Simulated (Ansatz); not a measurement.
Runs of Ansatz 0.2.0 on Mo. It takes space group Fm-3m (No. 225, cubic). Conventional cell: a = 4.030 Å, b = 4.030 Å, c = 4.030 Å, α = 90.00°, β = 90.00°, γ = 90.00°. Around Mo (site symmetry m-3m) lie 12 Mo at 2.85 Å. This isn't the form of Mo at room conditions, which is bcc.

```tsv
task	level	potentials or basis	spin	cell	k mesh	cutoff (eV)	smearing	scf mixing algorithm	scf mixing beta	scf algorithm	basis error allowed	other keys	gap on the mesh (eV)	pressure (GPa)	moment (μB)
density of states	BLYP	all-electron LAPW, non-relativistic	non-collinear, random start	cell strained at random	8 × 8 × 8	238	fermi-dirac 0.01 eV	anderson	0.3	density_mixing	0.001 eV/atom	scf.mixing.algorithm = anderson; scf.mixing.beta = 0.3; …	none	6.3	0.00
elastic constants	PBE exchange only	all-electron LAPW, scalar-relativistic	off	as given	8 × 8 × 8	244	gaussian 0.15 eV	-	-	-	0.001 eV/atom	-	none	18.5	-
atomic charges	PBEsol	all-electron LAPW, scalar-relativistic	off	volume scaled by 1.08	11 × 11 × 11	217	fermi-dirac 0.05 eV	-	-	-	0.001 eV/atom	-	none	(a)	-
relaxation of cell and atoms	PBEsol+D3(BJ)	all-electron LAPW, inner shells corrected to Dirac's equation	non-collinear, program default start	relaxed from: cell strained at random at fixed volume	8 × 8 × 8	-	fermi-dirac 0.05 eV	-	-	-	0.0005 eV/atom	-	-	0.0	0.00
```

Problem. Estimate the missing entries.

Solution. (a) -25.1.

Caveats: the k mesh is thin for a metal, which can move the energy by tens of meV per atom (some runs); the program listed the state as in doubt (some runs); relativity is left out, which matters for the heavier elements (some runs); the starting moments weren't kept (some runs); the cell is more than 3 GPa from zero pressure, which shifts response properties (some runs); the elastic tensor has a negative eigenvalue, so either the cell is unstable as it stands or the mesh is too thin (some runs); so large a pressure means that the cell lies far from this level's equilibrium, or that cutoff or potentials fall short (some runs).

A k mesh can miss the band edges, and the runs leave out spin-orbit coupling on Mo.

A gap of «none» marks a metal or a gap under the smearing width.

The runs don't all hold the same shells in valence.
